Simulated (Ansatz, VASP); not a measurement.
## As in VASP and in Ansatz

Contents of INCAR:

```
ALGO = Fast ; EDIFF = 1E-6
ENCUT = 520 ; GGA = PS
ISIF = 2 ; ISMEAR = -1
LASPH = T ; LCHARG = T
LELF = T ; LREAL = F
LVHAR = T ; LWAVE = F
NBANDS = 18 ; NELM = 100
PREC = Accurate ; SIGMA = 0.08
```

Contents of KPOINTS:

```
k-points
0
Gamma
  11 11 8
```

POSCAR

```
As
1.0
    1.8259429108     -5.6934005771      0.0000000000
    1.8259429108      5.6934005771      0.0000000000
    0.0000000000      0.0000000000      4.7398728700
As
4
Direct
    0.1045582800      0.8954417200      0.0735437500
    0.8954417200      0.1045582800      0.9264562500
    0.3954417200      0.6045582800      0.5735437500
    0.6045582800      0.3954417200      0.4264562500
```

Input for Ansatz:

```yaml
crystal:
  lattice:
    - [1.8259429108, -5.6934005771, 0.0]
    - [1.8259429108, 5.6934005771, 0.0]
    - [0.0, 0.0, 4.73987287]
  atoms:
    - { symbol: As, position: [0.10455828, 0.89544172, 0.07354375] }
    - { symbol: As, position: [0.89544172, 0.10455828, 0.92645625] }
    - { symbol: As, position: [0.39544172, 0.60455828, 0.57354375] }
    - { symbol: As, position: [0.60455828, 0.39544172, 0.42645625] }
kpoints:
  mp_grid: { grid: [11, 11, 8] }
  band_path:
    path:
      - [0.0, 0.0, 0.0]
      - [-0.5, 0.5, 0.0]
      - [-0.2757140756, 0.7242859244, 0.0]
      - [0.2757140756, 0.2757140756, 0.0]
      - [0.0, 0.0, 0.0]
      - [0.0, 0.0, 0.5]
      - [0.2757140756, 0.2757140756, 0.5]
      - [-0.2757140756, 0.7242859244, 0.5]
      - [-0.5, 0.5, 0.5]
    npoints: 8
scf:
  occupations: { method: fermi_dirac, width: 0.08 }
hamiltonian:
  xc: pbesol
  pseudopotentials: { kind: all_electron, lapw: { basis_error: 0.001 } }
output:
  forces: true
  stress: true
  eigenvalues: true
  populations: true
  dos: { projected: true, de: 0.2, e_range: [-14, 8] }
```

This isn't the form of As at room conditions, which is rhombohedral.

Alike in both runs: task single point; functional PBEsol; k mesh 11 × 11 × 8; occupations fermi-dirac, width 0.08 eV; no spin polarisation.

|  | VASP | Ansatz |
| --- | --- | --- |
| version | VASP 6.6.1 | Ansatz 0.2.0 |
| potentials or method | VASP PAW PBE potentials, release 64 (As) | all-electron LAPW, scalar-relativistic |
| plane-wave cutoff (eV) | 520 | see its input |

```csv
,VASP,Ansatz,Ansatz less VASP
pressure (GPa),-0.8,-1.2,-0.38
largest component of the traceless stress (GPa),0.17,0.16,-0.012
rms of the force components (eV/Å),0.145,0.101,-0.0436
```

Atom by atom the forces differ by 0.044 eV/Å (rms over components). Ansatz ran all-electron here, so the differences hold the error of VASP's frozen core and of both bases.

Caveats: the PAW data sets were made with another functional, which shifts forces and pressure a little (VASP).
